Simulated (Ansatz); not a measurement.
# Cl (bcc type): the cost of one run

Method: DFT PBE, with the methods named in each step, in Ansatz 0.2.0.

1 further run of the same task is left out (set aside as unsound or not needed).

## (1) The system as given

Symmetry: Im-3m, No. 229, cubic system. The conventional cell has a = 3.509 Å, b = 3.509 Å, c = 3.509 Å, α = 90.00°, β = 90.00°, γ = 90.00°. Around Cl (site symmetry m-3m) lie 8 Cl at 3.04 Å.

Structure file:

```xyz
1
Lattice="-1.7544 1.7544 1.7544 1.7544 -1.7544 1.7544 1.7544 1.7544 -1.7544" Properties=species:S:1:pos:R:3 pbc="T T T"
Cl    0.0000    0.0000    0.0000
```

Whether this phase is the stable one at these pressures isn't tested.

## (2) The reference volume, LAPW

The input, input.yaml:

```yaml
crystal:
  lattice:
    - [-1.7544276415, 1.7544276415, 1.7544276415]
    - [1.7544276415, -1.7544276415, 1.7544276415]
    - [1.7544276415, 1.7544276415, -1.7544276415]
  atoms:
    - { symbol: Cl, position: [0.0, 0.0, 0.0] }
kpoints:
  mp_grid: { grid: [17, 17, 17] }
  band_path:
    path:
      - [0.0, 0.0, 0.0]
      - [0.5, -0.5, 0.5]
      - [0.0, 0.0, 0.5]
      - [0.0, 0.0, 0.0]
      - [0.25, 0.25, 0.25]
      - [0.5, -0.5, 0.5]
      - [0.25, 0.25, 0.25]
      - [0.0, 0.0, 0.5]
    npoints: 14
scf:
  occupations: { method: fermi_dirac, width: 0.1 }
hamiltonian:
  xc: pbe
  pseudopotentials: { kind: all_electron, lapw: { basis_error: 0.001 } }
output:
  forces: true
  stress: true
  eigenvalues: true
  populations: true
  dos: { projected: true, de: 0.2, e_range: [-14, 8] }
```

Command:

```sh
> ansatz run input.yaml --threads 1 --pin off --max-ram 2048MiB --backend cpu --events-out ev --progress --plain --runs-dir out
```

**Question.** How long does this run take on 1 thread of Arm Neoverse V1, shared host, and how much memory does it need?

About 7.5 s, with a peak of 0.25 GiB.
